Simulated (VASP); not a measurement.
# WC (P-6m2) in VASP: a series of runs, part 3 of 3

VASP 6.6.1.

**5. Relaxation of cell and atoms, r2SCAN+rVV10**

Input file INCAR:

```
PREC     = Accurate       # precision mode
ENCUT    = 600            # plane-wave cutoff, eV
EDIFF    = 1E-7           # SCF threshold, eV
ISMEAR   = 0              # smearing method
SIGMA    = 0.1            # smearing width, eV
LREAL    = False          # projectors in reciprocal space
LASPH    = True           # aspherical terms in the spheres
NELM     = 100            # most SCF steps
ALGO     = Normal         # electronic algorithm
ISIF     = 3              # what is computed and relaxed
LWAVE    = False          # write WAVECAR
LCHARG   = False          # write CHGCAR
METAGGA  = R2SCAN         # meta-GGA
LMIXTAU  = True         
LUSE_VDW = True         
IVDW_NL  = 2            
BPARAM   = 11.95        
CPARAM   = 0.0093       
IBRION   = 2              # ionic algorithm
NSW      = 90             # ionic steps
EDIFFG   = -0.005         # ionic threshold
```

Input file KPOINTS:

```
Automatic mesh
0
Gamma
  18 18 14
```

Input file POSCAR:

```
WC
1.0
    2.8820700000      0.0000000000      0.0000000000
   -1.4410350000      2.4959458400      0.0000000000
    0.0000000000      0.0000000000      2.8238700000
W C
1 1
Direct
    0.0000000000      0.0000000000      0.0000000000
    0.6666666700      0.3333333300      0.5000000000
```

Potentials or basis: VASP PAW PBE potentials, release 64 (W_sv, C).

Command:

```sh
cat potpaw_PBE.64/W_sv/POTCAR potpaw_PBE.64/C/POTCAR > POTCAR
mpirun -np 1 vasp_std > vasp.out
```

OUTCAR:

```text
PREC = Accurate
   ENCUT = 600
   EDIFF = 1E-7
   ISMEAR = 0
   LREAL = False
   LASPH = True
   NELM = 100
   ISIF = 3
   METAGGA = R2SCAN
   IVDW_NL = 2
   BPARAM = 11.95
   IBRION = 2
   NSW = 90
   EDIFFG = -0.005

 ion  position               nearest neighbor table
   1  0.000  0.000  0.000-   2 2.18   2 2.18   2 2.18   2 2.18   2 2.18   2 2.18
   2  0.667  0.333  0.500-   1 2.18   1 2.18   1 2.18   1 2.18   1 2.18   1 2.18

  LATTYP: Found a hexagonal cell.
 ALAT       =     2.8820700000
 C/A-ratio  =     0.9798061810

  Lattice vectors:

 A1 = (   2.8820700000,   0.0000000000,   0.0000000000)
 A2 = (  -1.4410350000,   2.4959458400,   0.0000000000)
 A3 = (   0.0000000000,   0.0000000000,   2.8238700000)

Analysis of symmetry for initial positions (statically):
=====================================================================
 Subroutine PRICEL returns:
 Original cell was already a primitive cell.

 Routine SETGRP: Setting up the symmetry group for a
 hexagonal supercell.

 Subroutine GETGRP returns: Found 12 space group operations
 (whereof 12 operations were pure point group operations)
 out of a pool of 24 trial point group operations.

The static configuration has the point symmetry D_3h.

Analysis of symmetry for dynamics (positions and initial velocities):
=====================================================================
 Subroutine PRICEL returns:
 Original cell was already a primitive cell.

 Routine SETGRP: Setting up the symmetry group for a
 hexagonal supercell.

 Subroutine GETGRP returns: Found 12 space group operations
 (whereof 12 operations were pure point group operations)
 out of a pool of 24 trial point group operations.

The dynamic configuration has the point symmetry D_3h.

 Subroutine INISYM returns: Found 12 space group operations
 (whereof 12 operations are pure point group operations),
 and found     1 'primitive' translations

----------------------------------------------------------------------------------------

                                     Primitive cell
[... 131 lines left out ...]
   NGX = 11   NGY = 11   NGZ = 11

--------------------------------------- Ionic step        1  -------------------------------------------

 number of electron      18.0000000 magnetization

 Free energy of the ion-electron system (eV)
  ---------------------------------------------------
  ext. energy  EPLUGINS =         0.00000000
  ---------------------------------------------------
  free energy    TOTEN  =       -61.36186412 eV

  energy without entropy =      -61.36051747  energy(sigma->0) =      -61.36119080

------------------------ aborting loop because EDIFF is reached ----------------------------------------

  FORCE on cell =-STRESS in cart. coord.  units (eV):
  Direction    XX          YY          ZZ          XY          YZ          ZX
  --------------------------------------------------------------------------------------
  -------------------------------------------------------------------------------------
  Total        1.4971709      1.4971709      1.1810721      0.0000000     -0.0000000     -0.0000000
  in kB      118.0857721    118.0857726     93.1542392      0.0000000     -0.0000000     -0.0000000
  external PRESSURE =     109.7752613 kB  Pullay stress =       0.0000000 kB
[... 23 lines left out ...]
--------------------------------------- Ionic step        2  -------------------------------------------

 number of electron      18.0000000 magnetization

 E-fermi :   9.8634     XC(G=0): -14.5003

 val. band max:        9.8524972997   @ k =   0.0556   0.0556   0.3571
 cond. band min:       9.8817675492   @ k =   0.0556   0.0000   0.2857
 fundamental gap:      0.0292702495
 Fermi energy:         9.8633873932

 k-point     1 :       0.0000    0.0000    0.0000
  band No.  band energies     occupation
      1     -66.2241      2.00000
      2     -29.5276      2.00000
      3     -29.4528      2.00000
      4     -29.4528      2.00000
      5      -4.7637      2.00000
      6       5.8258      2.00000
      7       6.6974      2.00000
      8       6.6974      2.00000
      9      10.0030      0.04837
     10      12.9471      0.00000
     11      12.9471      0.00000
     12      15.4199      0.00000
     13      15.4199      0.00000
[... 511 lines left out ...]
--------------------------------------- Ionic step        6  -------------------------------------------

 number of electron      18.0000000 magnetization

 Free energy of the ion-electron system (eV)
  ---------------------------------------------------
  ext. energy  EPLUGINS =         0.00000000
  ---------------------------------------------------
  free energy    TOTEN  =       -61.38024970 eV

  energy without entropy =      -61.37884673  energy(sigma->0) =      -61.37954821

 E-fermi :  10.8736     XC(G=0): -14.9613

 val. band max:       10.8603142094   @ k =   0.0556   0.0000   0.2857
 cond. band min:      10.8853338240   @ k =   0.0556   0.0000   0.2143
 fundamental gap:      0.0250196146
 Fermi energy:        10.8736340295

 k-point     1 :       0.0000    0.0000    0.0000
  band No.  band energies     occupation
      1     -65.0457      2.00000
      2     -28.3516      2.00000
      3     -28.2498      2.00000
      4     -28.2498      2.00000
      5      -4.3219      2.00000
      6       6.4239      2.00000
      7       7.4202      2.00000
      8       7.4202      2.00000
      9      11.0045      0.06424
     10      14.2960      0.00000
     11      14.2960      0.00000
     12      16.8391      0.00000
     13      16.8391      0.00000
[... 397 lines left out ...]
  FREE ENERGIE OF THE ION-ELECTRON SYSTEM (eV)
  ---------------------------------------------------
  free  energy   TOTEN  =       -61.3802496950 eV

  energy  without entropy=      -61.3788467297  energy(sigma->0) =      -61.37954821

 reached required accuracy - stopping structural energy minimisation
```

OSZICAR:

```text
N       E                     dE             d eps       ncg     rms          rms(c)
DAV:   1     0.828441607383E+02    0.82844E+02   -0.10989E+04  7696   0.175E+03
DAV:   2    -0.640400753335E+02   -0.14688E+03   -0.14303E+03  8746   0.422E+02
DAV:   3    -0.684415664335E+02   -0.44015E+01   -0.43572E+01  9461   0.662E+01
DAV:   4    -0.684848553604E+02   -0.43289E-01   -0.43263E-01  8329   0.690E+00
[... 74 lines left out ...]
DAV:   5    -0.613802408677E+02    0.94491E-05   -0.24152E-05  7781   0.615E-02    0.705E-03
DAV:   6    -0.613802495498E+02   -0.86821E-05   -0.63054E-06  7741   0.316E-02    0.224E-03
DAV:   7    -0.613802478347E+02    0.17152E-05   -0.58250E-07  8211   0.894E-03    0.884E-04
DAV:   8    -0.613802496543E+02   -0.18196E-05   -0.17097E-07  5510   0.470E-03    0.362E-04
DAV:   9    -0.613802496950E+02   -0.40749E-07   -0.19133E-08  3848   0.171E-03
   6 F= -.61380250E+02 E0= -.61379548E+02  d E =-.358126E-03
```

CONTCAR:

```text
WC
   1.00000000000000
     2.9121660333881225    0.0000000000000000   -0.0000000000000000
    -1.4560830166940613    2.5220097696089465    0.0000000000000000
     0.0000000000000000   -0.0000000000000000    2.8384576149433789
  W               C
     1     1
Direct
     0.0000000000000000    0.0000000000000000    0.0000000000000000
     0.6666666699999979    0.3333333300000021    0.5000000000000000

  0.00000000E+00  0.00000000E+00  0.00000000E+00
  0.00000000E+00  0.00000000E+00  0.00000000E+00
```

Wall time 8.4 min (1 thread of Intel Xeon 6975P-C (Granite Rapids), shared host); peak memory 0.32 GiB.

What came out:

```yaml
Free_energy: -61.3802 eV
Relaxed_volume: 10.42 Å³/atom
Relaxed_cell: a = 2.912 Å, b = 2.912 Å, c = 2.838 Å, α = 90.00°, β = 90.00°, γ = 120.00°
Space_group_after_relaxing_to_0.05_Å: P-6m2 (No. 187)
Energy_gained_by_relaxing: 9.2 meV/atom
Ionic_steps: 6
Pressure_after_relaxing: 0.0 GPa
Band_gap_on_the_k_mesh: none (metal or under the smearing width)
```

The path:
| step | energy change (eV) | largest force (eV/Å) | pressure (GPa) | volume (Å³) |
| --- | --- | --- | --- | --- |
| 1 | 0.0000 | 0.0000 | 10.98 | 20.31 |
| 2 | 0.1159 | 0.0000 | -25.54 | 22.43 |
| 3 | -0.0180 | 0.0000 | -0.43 | 20.86 |
| 4 | -0.0180 | 0.0000 | -0.14 | 20.85 |
| 5 | -0.0180 | 0.0000 | 0.15 | 20.85 |
| 6 | -0.0184 | 0.0000 | -0.01 | 20.85 |

Final structure:
```
CELL_PARAMETERS angstrom
2.91217 0.00000 0.00000
-1.45608 2.52201 0.00000
0.00000 0.00000 2.83846
ATOMIC_POSITIONS crystal
W 0.00000 0.00000 0.00000
C 0.66667 0.33333 0.50000
```

Caveat: the PAW data sets were made with another functional, which shifts forces and pressure a little. Zero-point motion and thermal expansion aren't in these numbers.
